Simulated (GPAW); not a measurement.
# Ti (Fm-3m) in GPAW: further runs, part 2 of 2

GPAW 26.7.0.

## 4. Equation of state, LDA

The input, run.py:

```python
from ase import Atoms
from ase.eos import EquationOfState
from ase.io import Trajectory
from ase.units import GPa
from gpaw import GPAW, PW

atoms = Atoms(['Ti'],
              cell=[[0.0, 2.03, 2.03],
                    [2.03, 0.0, 2.03],
                    [2.03, 2.03, 0.0]],
              scaled_positions=[[0.0, 0.0, 0.0]],
              pbc=True)

traj = Trajectory('eos.traj', 'w')
volumes, energies = [], []
for x in [0.94, 0.96, 0.98, 1.0, 1.02, 1.04, 1.06]:
    a = atoms.copy()
    a.set_cell(atoms.cell * x**(1 / 3), scale_atoms=True)
    calc = GPAW(mode=PW(600),
                xc='LDA',
                kpts={'size': (11, 11, 11), 'gamma': True},
                occupations={'name': 'fermi-dirac', 'width': 0.05},
                nbands=14,
                convergence={'density': 1e-05, 'energy': 1e-05},
                maxiter=150,
                txt=f'eos-{x:.2f}.txt')
    a.calc = calc
    energies.append(a.get_potential_energy(force_consistent=True))
    volumes.append(a.get_volume())
    p = -a.get_stress()[:3].mean() / GPa
    calc.write(f'eos-{x:.2f}.gpw')
    traj.write(a)
    print(f'{x:.2f} {volumes[-1]:10.4f} A^3 {energies[-1]:14.6f} eV {p:9.3f} GPa', flush=True)

v0, e0, B = EquationOfState(volumes, energies, eos='birchmurnaghan').fit()
print(f'V0 = {v0:.4f} A^3, E0 = {e0:.6f} eV, B0 = {B / GPa:.2f} GPa')
```

Potentials or basis: the program's PAW data sets (release 1.2.1) made for this functional, pw.

Run with:

```
$ OMP_NUM_THREADS=1 python run.py
```

What it wrote:

```text
__  _  _
 | _ |_)|_||  |
 |__||  | ||/\| - 26.7.0

Input parameters:
  mode=PW(ecut=600.0),
  convergence={'density': 1e-05, 'energy': 1e-05},
  kpts=MonkhorstPack(size=(11, 11, 11), gamma=True),
  maxiter=150,
  nbands=14,
  occupations=Occupations(name='fermi-dirac', width=0.05),
  xc=XC(name='LDA')

Diagonalizing LCAO Hamiltonian
Converting LCAO to pw mode

       Ti

Atoms  # Å, Bohr magnetons
|   | symbol |        x |        y |        z |    initial magnetic moments |
|---|--------|----------|----------|----------|-----------------------------|
| 0 |     Ti | 0.000000 | 0.000000 | 0.000000 | ( 0.0000,  0.0000,  0.0000) |

Unit cell  # Å
| periodic |        x |        y |        z |  lengths |    angles |
|----------|----------|----------|----------|----------|-----------|
|      yes | 0.000000 | 1.988560 | 1.988560 | 2.812248 | 60.000000 |
|      yes | 1.988560 | 0.000000 | 1.988560 | 2.812248 | 60.000000 |
|      yes | 1.988560 | 1.988560 | 0.000000 | 2.812248 | 60.000000 |

Number of symmetries: 48
Symmetry operations  # r_c * U_cc + t_c -> r_c
|    | kind |            matrix            |
|----|------|------------------------------|
|  0 |  σ   |  1, 0, 0,  1, 0,-1,  1,-1, 0 |
|  1 |  C2  |  1, 0, 0,  1,-1, 0,  1, 0,-1 |
|  2 |  E   |  1, 0, 0,  0, 1, 0,  0, 0, 1 |
|  3 |  σ   |  1, 0, 0,  0, 0, 1,  0, 1, 0 |
|  4 |  C4  |  1, 0,-1,  1, 0, 0,  1,-1, 0 |
|  5 |  S6  |  1, 0,-1,  1,-1, 0,  1, 0, 0 |
|  6 |  σ   |  1, 0,-1,  0, 1,-1,  0, 0,-1 |
|  7 |  C3  |  1, 0,-1,  0, 0,-1,  0, 1,-1 |
|  8 |  S6  |  1,-1, 0,  1, 0, 0,  1, 0,-1 |
|  9 |  C4  |  1,-1, 0,  1, 0,-1,  1, 0, 0 |
| 10 |  C3  |  1,-1, 0,  0,-1, 1,  0,-1, 0 |
| 11 |  σ   |  1,-1, 0,  0,-1, 0,  0,-1, 1 |
| 12 |  σ   |  0, 1, 0,  1, 0, 0,  0, 0, 1 |
| 13 |  C4  |  0, 1, 0,  0, 1,-1, -1, 1, 0 |
| 14 |  C3  |  0, 1, 0,  0, 0, 1,  1, 0, 0 |
| 15 |  S6  |  0, 1, 0, -1, 1, 0,  0, 1,-1 |
| 16 |  C2  |  0, 1,-1,  1, 0,-1,  0, 0,-1 |
| 17 |  σ   |  0, 1,-1,  0, 1, 0, -1, 1, 0 |
| 18 |  S4  |  0, 1,-1,  0, 0,-1,  1, 0,-1 |
| 19 |  C4  |  0, 1,-1, -1, 1, 0,  0, 1, 0 |
| 20 |  C3  |  0, 0, 1,  1, 0, 0,  0, 1, 0 |
| 21 |  σ   |  0, 0, 1,  0, 1, 0,  1, 0, 0 |
| 22 |  S6  |  0, 0, 1,  0,-1, 1, -1, 0, 1 |
| 23 |  C4  |  0, 0, 1, -1, 0, 1,  0,-1, 1 |
| 24 |  S4  |  0, 0,-1,  1, 0,-1,  0, 1,-1 |
| 25 |  C3  |  0, 0,-1,  0, 1,-1,  1, 0,-1 |
| 26 |  C2  |  0, 0,-1,  0,-1, 0, -1, 0, 0 |
| 27 |  S6  |  0, 0,-1, -1, 0, 0,  0,-1, 0 |
| 28 |  S4  |  0,-1, 1,  1,-1, 0,  0,-1, 0 |
| 29 |  C4  |  0,-1, 1,  0, 0, 1, -1, 0, 1 |
| 30 |  C2  |  0,-1, 1,  0,-1, 0,  1,-1, 0 |
| 31 |  σ   |  0,-1, 1, -1, 0, 1,  0, 0, 1 |
| 32 |  C3  |  0,-1, 0,  1,-1, 0,  0,-1, 1 |
| 33 |  S6  |  0,-1, 0,  0, 0,-1, -1, 0, 0 |
| 34 |  S4  |  0,-1, 0,  0,-1, 1,  1,-1, 0 |
| 35 |  C2  |  0,-1, 0, -1, 0, 0,  0, 0,-1 |
| 36 |  C2  | -1, 1, 0,  0, 1, 0,  0, 1,-1 |
| 37 |  S6  | -1, 1, 0,  0, 1,-1,  0, 1, 0 |
| 38 |  S4  | -1, 1, 0, -1, 0, 1, -1, 0, 0 |
| 39 |  C3  | -1, 1, 0, -1, 0, 0, -1, 0, 1 |
| 40 |  S6  | -1, 0, 1,  0, 0, 1,  0,-1, 1 |
| 41 |  C2  | -1, 0, 1,  0,-1, 1,  0, 0, 1 |
| 42 |  C3  | -1, 0, 1, -1, 1, 0, -1, 0, 0 |
| 43 |  S4  | -1, 0, 1, -1, 0, 0, -1, 1, 0 |
| 44 |  C2  | -1, 0, 0,  0, 0,-1,  0,-1, 0 |
| 45 |  i   | -1, 0, 0,  0,-1, 0,  0, 0,-1 |
| 46 |  σ   | -1, 0, 0, -1, 1, 0, -1, 0, 1 |
| 47 |  C2  | -1, 0, 0, -1, 0, 1, -1, 1, 0 |

BZ-sampling:
  Number of BZ points: 1331
  Number of IBZ points: 56

  Monkhorst-Pack size: [11, 11, 11]
  Monkhorst-Pack shift: [0, 0, 0]

K-points  # in reciprocal-cell coordinates
|     |                                coordinates |     weight |
|-----|--------------------------------------------|------------|
|   0 | (  0.00000000,   0.00000000,   0.00000000) | 0.00075131 |
|   1 | (  0.09090909,   0.09090909,   0.00000000) | 0.00450789 |
|   2 | (  0.09090909,   0.09090909,   0.09090909) | 0.00601052 |
|   3 | (  0.18181818,   0.09090909,   0.09090909) | 0.00901578 |
|   4 | (  0.18181818,   0.18181818,   0.00000000) | 0.00450789 |
|   5 | (  0.18181818,   0.18181818,   0.09090909) | 0.01803156 |
|   6 | (  0.18181818,   0.18181818,   0.18181818) | 0.00601052 |
|   7 | (  0.27272727,   0.18181818,   0.09090909) | 0.01803156 |
|   8 | (  0.27272727,   0.18181818,   0.18181818) | 0.01803156 |
|   9 | (  0.27272727,   0.27272727,   0.00000000) | 0.00450789 |
| ... |                                            |            |
|  55 | (  0.45454545,   0.45454545,   0.45454545) | 0.00601052 |

Plane wave coefficients: 534
Cutoff: 600.0 eV

Spin-components: 1 (collinear spins)
Bands:           14
Projectors:      6
Spin-degeneracy: 2
Datatype:        complex128

Parallelization:
  kpt:    1
  domain: 1
  band:   1

Density:
  Valence electrons: 12.0
  Components: 1
  Grid points: [16 16 16]
  Charge: 0.0  # |e|

Potential:
  Grid points: [16 16 16]

species:
  Ti:
    name:    Titanium
    Z:       22.0
    valence: 12
    core:    10
    charge:  0.0  # [|e|]
    compensation charges:
      type: gauss
      rc: 0.38  # [Å]
      lmax: 2
    cutoffs:
      filter: 2.23  # [Å]
      core: 1.02  # [Å]
    projectors
    | kind |    occ | energy [eV] | rcut [Å] |
    |------|--------|-------------|----------|
    |   3s |  2.000 |     -62.257 |    1.270 |
    |   4s |  2.000 |      -4.593 |    1.270 |
    |   3p |  6.000 |     -38.791 |    1.058 |
    |   4p |  0.000 |      -1.536 |    1.058 |
    |   3d |  2.000 |      -4.463 |    1.058 |
    |    d |        |      22.748 |    1.058 |

    Using partial waves for Ti as LCAO basis

Reference energy: -23173.949059  # eV

eigensolver:
  PPCG
  Converge bands: occupied
  niter=2

density mixing:
  MSR1-Mixer
  Pratt-step length: 0.05
  Maximum mixing coefficient: 0.75
  Old densities: 10
  SVD Regularization: 0.005
  Good broyden scale: 1.0
  Trust region scale: 1.0
  Backstep threshold: 4.0
  History deletion threshold: 6.0
  Fourier metric: weight=20.0, sigma=0.015

occupation numbers:
  Fermi-Dirac:
    width: 0.0500  # eV

poisson solver:
  ecut: 4800.0  # eV

xc functional:
  name: None

convergence criteria:
- Maximum integral of absolute [dens]ity change: 1e-05 electrons / valence electron
- Maximum [total energy] change in last 3 cyles: 1e-05 eV / valence electron
- Maximum integral of absolute [eigenst]ate change: 4e-08 eV^2 / valence electron
maximum number of iterations: 150

SCF iterations
|iter     | |      energy | eigst |  dens |
|---------|-|-------------|-------|-------|
|iter:   1| |   -7.590550 | -0.15 |       |
|iter:   2| |   -7.548096 | -2.94 | -1.30 |
|iter:   3| |   -7.411136 | -2.01 | -1.35 |
|iter:   4| |   -7.414701 | -4.33 | -2.10 |
|iter:   5| |   -7.416123 | -4.46 | -2.41 |
|iter:   6| |   -7.416131 | -6.64 | -3.72 |
|iter:   7| |   -7.416132c| -7.32 | -4.02 |
|iter:   8| |   -7.416132c| -9.11c| -5.50c|

Converged in 8 steps
Energy contributions relative to reference atoms: (reference = -23173.949059)

Energy contributions:
  Kinetic:           7.576248
  Coulomb:          -6.277378
  Zero:             -0.015088
  External:          0.000000
  Xc:               -8.695831
  Entropy:          -0.008167
  Spinorbit:         0.000000
  ----------------------------
  Free energy:      -7.420215
  Extrapolated:     -7.416132

dipole moment: (-12.698465, -12.698465, -12.698465)  # |e|*Ang

Fermi level: 9.242
Eigenvalues  # (at kpt = [0.000, 0.000, 0.000])
| band index |      eig [eV] | occ [0-2] |
|------------|---------------|-----------|
|          0 |       -46.684 |     2.000 |
|          1 |       -22.726 |     2.000 |
|          2 |       -22.726 |     2.000 |
|          3 |       -22.726 |     2.000 |
|          4 |         3.045 |     2.000 |
|          5 |        10.158 |     0.000 |
|          6 |        10.158 |     0.000 |
|          7 |        10.158 |     0.000 |
|          8 |        12.003 |     0.000 |
|          9 |        12.003 |     0.000 |
|         10 |        25.167 |     0.000 |
|         11 |        30.087 |     0.000 |
|         12 |        30.087 |     0.000 |
|         13 |        30.087 |     0.000 |

No gap
No difference between direct/indirect transitions

Stress tensor  # eV/Ang^3
|         x |         y |         z |
|-----------|-----------|-----------|
| -0.010808 | -0.000000 |  0.000000 |
| -0.000000 | -0.010808 |  0.000000 |
|  0.000000 |  0.000000 | -0.010808 |

# Writing to eos-0.94.gpw (mode='')
```

It took 2 min on 1 thread of AMD EPYC, shared host; peak memory 0.18 GiB.

What came out:

| Quantity | Value |
| --- | --- |
| Equilibrium volume | 16.07 Å³/atom |
| Bulk modulus | 125 GPa |
| Pressure derivative of the bulk modulus | 3.9 |

Energy against volume, from the lowest point:
```
volume (Å³/atom)  energy (meV/atom)
          15.727               2.92
          16.062               0.00
          16.396               2.61
          16.731               9.96
          17.065              21.90
          17.400              37.83
          17.735              57.30
```

LDA usually gives volumes a few per cent too small. Zero-point motion and thermal expansion aren't in these numbers.
